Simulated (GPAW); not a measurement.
# SrO (Fm-3m) in GPAW: further runs, part 2 of 2

GPAW 26.7.0. Earlier steps stand in the parts before.

## 3. Band structure, PBE

Contents of run.py:

```python
from ase.dft.bandgap import bandgap
from ase.io import read, write
from ase.units import Bohr, GPa
from gpaw import GPAW, PW
from gpaw.elf import elf_from_dft_calculation

atoms = read('POSCAR')

calc = GPAW(mode=PW(800),
            xc='PBE',
            kpts={'size': (9, 9, 9), 'gamma': True},
            occupations={'name': 'fermi-dirac', 'width': 0.05},
            nbands=16,
            convergence={'density': 1e-05, 'energy': 1e-05},
            maxiter=150,
            txt='gpaw.txt')
atoms.calc = calc
energy = atoms.get_potential_energy()
forces = atoms.get_forces()
stress = atoms.get_stress()
calc.write('gs.gpw')
write('result.traj', atoms)
print(f'Energy: {energy:.6f} eV')
print('Forces (eV/A):')
print(forces.round(4))
print('Stress (GPa):', (stress / GPa).round(3))
print('Fermi level:', round(calc.get_fermi_level(), 4), 'eV')
print(f'Gap: {bandgap(calc)[0]:.4f} eV, direct: {bandgap(calc, direct=True)[0]:.4f} eV')

# fields on the real-space grid
write('density.cube', atoms, data=calc.get_pseudo_density() * Bohr**3)
write('potential.cube', atoms, data=calc.get_electrostatic_potential())
write('elf.cube', atoms, data=elf_from_dft_calculation(calc).data)

path = atoms.cell.bandpath('GXWKGLUWLK,UX', npoints=100, eps=1e-4)
bs_calc = calc.fixed_density(kpts=path, symmetry='off', nbands=26,
                             convergence={'bands': 'CBM+6.0', 'eigenstates': 1e-6}, txt='bands.txt')
bs = bs_calc.band_structure()
bs.write('bs.json')
print(f'Gap on the path: {bandgap(bs_calc)[0]:.4f} eV')
```

Contents of POSCAR:

```
SrO
1.0
    0.0000000000      2.5663000000      2.5663000000
    2.5663000000      0.0000000000      2.5663000000
    2.5663000000      2.5663000000      0.0000000000
Sr O
1 1
Direct
    0.5000000000      0.5000000000      0.5000000000
    0.0000000000      0.0000000000      0.0000000000
```

Potentials or basis: GPAW PAW data sets (gpaw-data 1.2.1), pw.

Started as:

```
> OMP_NUM_THREADS=1 python run.py
```

It took 48 s on 1 thread of Arm Neoverse V2, shared host; peak memory 0.29 GiB.

The run converged. Its results:

* Free energy: -12.2911 eV
* Pressure: 3.8 GPa
* Band gap on the k mesh: 3.42 eV, indirect (least direct gap 3.50 eV)
* Band gap along the path: 3.36 eV, indirect (least direct gap 3.43 eV)

Levels at the corners of the path, in eV from the valence-band top:
| point | band 6 | band 7 | band 8 | band 9 | band 10 | band 11 |
| --- | --- | --- | --- | --- | --- | --- |
| Γ | 0.00 | 0.00 | 0.00 | 4.06 | 6.30 | 6.30 |
| X | -0.40 | -0.07 | -0.07 | 3.36 | 7.91 | 10.29 |
| W | -1.10 | -0.41 | -0.41 | 6.08 | 6.08 | 8.73 |
| K | -0.93 | -0.55 | -0.44 | 4.85 | 7.97 | 8.84 |
| Γ | 0.00 | 0.00 | 0.00 | 4.06 | 6.30 | 6.30 |
| L | -2.14 | -1.09 | -1.09 | 6.64 | 8.45 | 8.95 |
| U | -0.93 | -0.55 | -0.44 | 4.85 | 7.97 | 8.84 |
| W | -1.10 | -0.41 | -0.41 | 6.08 | 6.08 | 8.73 |
| L | -2.14 | -1.09 | -1.09 | 6.64 | 8.45 | 8.95 |
| K | -0.93 | -0.55 | -0.44 | 4.85 | 7.97 | 8.84 |
| U | -0.93 | -0.55 | -0.44 | 4.85 | 7.97 | 8.84 |
| X | -0.40 | -0.07 | -0.07 | 3.36 | 7.91 | 10.29 |

## 4. Band structure, PBEsol

Changes to run.py since step 3:

```diff
@@ -1,11 +1,19 @@
+from ase import Atoms
 from ase.dft.bandgap import bandgap
-from ase.io import read, write
-from ase.units import Bohr, GPa
-from gpaw import GPAW, PW
-from gpaw.elf import elf_from_dft_calculation
+from ase.io import write
+from ase.units import GPa
+from gpaw import GPAW, PW, setup_paths
 
-atoms = read('POSCAR')
+setup_paths.insert(0, '.')
+
+atoms = Atoms(['Sr', 'O'],
+              cell=[[0.0, 2.5663, 2.5663],
+                    [2.5663, 0.0, 2.5663],
+                    [2.5663, 2.5663, 0.0]],
+              scaled_positions=[[0.5, 0.5, 0.5],
+                                [0.0, 0.0, 0.0]],
+              pbc=True)
 
 calc = GPAW(mode=PW(800),
-            xc='PBE',
+            xc='PBEsol',
             kpts={'size': (9, 9, 9), 'gamma': True},
@@ -29,7 +37,2 @@
 
-# fields on the real-space grid
-write('density.cube', atoms, data=calc.get_pseudo_density() * Bohr**3)
-write('potential.cube', atoms, data=calc.get_electrostatic_potential())
-write('elf.cube', atoms, data=elf_from_dft_calculation(calc).data)
-
 path = atoms.cell.bandpath('GXWKGLUWLK,UX', npoints=100, eps=1e-4)
```

Potentials or basis: PAW data sets generated in the run's folder for this functional, pw.

Started as:

```
> gpaw-setup -f PBEsol O Sr
> OMP_NUM_THREADS=1 python run.py
```

It took 49 s on 1 thread of Arm Neoverse V2, shared host; peak memory 0.29 GiB.

It converged, with:

```yaml
Free_energy: -12.8836 eV
Pressure: 0.0 GPa
Band_gap_on_the_k_mesh: 3.31 eV, indirect (least direct gap 3.39 eV)
Band_gap_along_the_path: 3.25 eV, indirect (least direct gap 3.32 eV)
```

Levels at the corners of the path, in eV from the valence-band top:
```csv
point,band 4,band 5,band 6,band 7,band 8,band 9,band 10,band 11,band 12,band 13
Γ,-13.78,-13.78,0.00,0.00,0.00,3.90,6.25,6.25,6.25,8.45
X,-14.17,-14.17,-0.40,-0.07,-0.07,3.25,7.87,10.21,10.31,11.30
W,-14.49,-13.21,-1.12,-0.41,-0.41,6.00,6.00,8.71,11.31,11.50
K,-14.06,-13.40,-0.95,-0.55,-0.45,4.76,7.88,8.82,10.28,11.14
Γ,-13.78,-13.78,0.00,0.00,0.00,3.90,6.25,6.25,6.25,8.45
L,-13.87,-12.60,-2.19,-1.11,-1.11,6.57,8.28,8.94,8.94,12.12
U,-14.06,-13.40,-0.95,-0.55,-0.45,4.76,7.88,8.82,10.28,11.14
W,-14.49,-13.21,-1.12,-0.41,-0.41,6.00,6.00,8.71,11.31,11.50
L,-13.87,-12.60,-2.19,-1.11,-1.11,6.57,8.28,8.94,8.94,12.12
K,-14.06,-13.40,-0.95,-0.55,-0.45,4.76,7.88,8.82,10.28,11.14
U,-14.06,-13.40,-0.95,-0.55,-0.45,4.76,7.88,8.82,10.28,11.14
X,-14.17,-14.17,-0.40,-0.07,-0.07,3.25,7.87,10.21,10.31,11.30
```

## 5. Band structure, RPBE

Changes to run.py since step 4:

```diff
@@ -1,19 +1,11 @@
-from ase import Atoms
 from ase.dft.bandgap import bandgap
-from ase.io import write
-from ase.units import GPa
-from gpaw import GPAW, PW, setup_paths
+from ase.io import read, write
+from ase.units import Bohr, GPa
+from gpaw import GPAW, PW
+from gpaw.elf import elf_from_dft_calculation
 
-setup_paths.insert(0, '.')
-
-atoms = Atoms(['Sr', 'O'],
-              cell=[[0.0, 2.5663, 2.5663],
-                    [2.5663, 0.0, 2.5663],
-                    [2.5663, 2.5663, 0.0]],
-              scaled_positions=[[0.5, 0.5, 0.5],
-                                [0.0, 0.0, 0.0]],
-              pbc=True)
+atoms = read('POSCAR')
 
 calc = GPAW(mode=PW(800),
-            xc='PBEsol',
+            xc='RPBE',
             kpts={'size': (9, 9, 9), 'gamma': True},
@@ -37,2 +29,7 @@
 
+# fields on the real-space grid
+write('density.cube', atoms, data=calc.get_pseudo_density() * Bohr**3)
+write('potential.cube', atoms, data=calc.get_electrostatic_potential())
+write('elf.cube', atoms, data=elf_from_dft_calculation(calc).data)
+
 path = atoms.cell.bandpath('GXWKGLUWLK,UX', npoints=100, eps=1e-4)
```

POSCAR is that of step 3.

Potentials or basis: the program's PAW data sets (release 1.2.1) made for this functional, pw.

Started as:

```
> OMP_NUM_THREADS=1 python run.py
```

Wall time 51 s (1 thread of Arm Neoverse V2, shared host); peak memory 0.29 GiB.

The run converged. Its results:

```
Free energy             : -11.5749 eV
Pressure                : 6.9 GPa
Band gap on the k mesh  : 3.54 eV, indirect (least direct gap 3.62 eV)
Band gap along the path : 3.48 eV, indirect (least direct gap 3.55 eV)
```

Levels at the corners of the path, in eV from the valence-band top:
```tsv
point	band 5	band 6	band 7	band 8	band 9	band 10	band 11	band 12
Γ	-14.01	0.00	0.00	0.00	4.23	6.37	6.37	6.37
X	-14.38	-0.39	-0.07	-0.07	3.48	7.96	10.26	10.56
W	-13.44	-1.09	-0.40	-0.40	6.18	6.18	8.74	11.22
K	-13.62	-0.91	-0.55	-0.43	4.96	8.07	8.86	10.26
Γ	-14.01	0.00	0.00	0.00	4.23	6.37	6.37	6.37
L	-12.85	-2.09	-1.09	-1.09	6.73	8.62	8.98	8.98
U	-13.62	-0.91	-0.55	-0.43	4.96	8.07	8.86	10.26
W	-13.44	-1.09	-0.40	-0.40	6.18	6.18	8.74	11.22
L	-12.85	-2.09	-1.09	-1.09	6.73	8.62	8.98	8.98
K	-13.62	-0.91	-0.55	-0.43	4.96	8.07	8.86	10.26
U	-13.62	-0.91	-0.55	-0.43	4.96	8.07	8.86	10.26
X	-14.38	-0.39	-0.07	-0.07	3.48	7.96	10.26	10.56
```

## 6. Band structure, revPBE

Changes to run.py since step 5:

```diff
@@ -2,5 +2,4 @@
 from ase.io import read, write
-from ase.units import Bohr, GPa
+from ase.units import GPa
 from gpaw import GPAW, PW
-from gpaw.elf import elf_from_dft_calculation
 
@@ -9,3 +8,3 @@
 calc = GPAW(mode=PW(800),
-            xc='RPBE',
+            xc='revPBE',
             kpts={'size': (9, 9, 9), 'gamma': True},
@@ -29,7 +28,2 @@
 
-# fields on the real-space grid
-write('density.cube', atoms, data=calc.get_pseudo_density() * Bohr**3)
-write('potential.cube', atoms, data=calc.get_electrostatic_potential())
-write('elf.cube', atoms, data=elf_from_dft_calculation(calc).data)
-
 path = atoms.cell.bandpath('GXWKGLUWLK,UX', npoints=100, eps=1e-4)
```

POSCAR is that of step 5.

Potentials or basis: the program's PAW data sets (release 1.2.1) made for this functional, pw.

Started as:

```
> OMP_NUM_THREADS=1 python run.py
```

It took 50 s on 1 thread of Arm Neoverse V2, shared host; peak memory 0.29 GiB.

It converged, with:

```yaml
Free_energy: -11.6687 eV
Pressure: 6.1 GPa
Band_gap_on_the_k_mesh: 3.51 eV, indirect (least direct gap 3.59 eV)
Band_gap_along_the_path: 3.45 eV, indirect (least direct gap 3.52 eV)
```

Levels at the corners of the path, in eV from the valence-band top:
```tsv
point	band 5	band 6	band 7	band 8	band 9	band 10	band 11	band 12
Γ	-13.99	0.00	0.00	0.00	4.19	6.35	6.35	6.35
X	-14.35	-0.39	-0.07	-0.07	3.45	7.94	10.26	10.52
W	-13.42	-1.09	-0.40	-0.40	6.16	6.16	8.74	11.23
K	-13.59	-0.91	-0.55	-0.44	4.93	8.04	8.86	10.26
Γ	-13.99	0.00	0.00	0.00	4.19	6.35	6.35	6.35
L	-12.82	-2.10	-1.09	-1.09	6.70	8.58	8.97	8.97
U	-13.59	-0.91	-0.55	-0.44	4.93	8.04	8.86	10.26
W	-13.42	-1.09	-0.40	-0.40	6.16	6.16	8.74	11.23
L	-12.82	-2.10	-1.09	-1.09	6.70	8.58	8.97	8.97
K	-13.59	-0.91	-0.55	-0.44	4.93	8.04	8.86	10.26
U	-13.59	-0.91	-0.55	-0.44	4.93	8.04	8.86	10.26
X	-14.35	-0.39	-0.07	-0.07	3.45	7.94	10.26	10.52
```

As with any semilocal functional, this revPBE gap is likely too small.

## 7. Overview

```csv
level,potentials or basis,gap on the mesh (eV),pressure (GPa)
LDA,"the program's PAW data sets (release 1.2.1) made for this functional, pw",3.26,-3.2
PBE,"GPAW PAW data sets (gpaw-data 1.2.1), pw",3.42,3.8
PBEsol,"PAW data sets generated in the run's folder for this functional, pw",3.31,0.0
RPBE,"the program's PAW data sets (release 1.2.1) made for this functional, pw",3.54,6.9
revPBE,"the program's PAW data sets (release 1.2.1) made for this functional, pw",3.51,6.1
```

Alike in all rows: task band structure; no spin polarisation; cell as given; k mesh 9 × 9 × 9; cutoff (eV) 800; smearing fermi-dirac 0.05 eV.

Absolute energies hang on the potentials; compare differences alone.
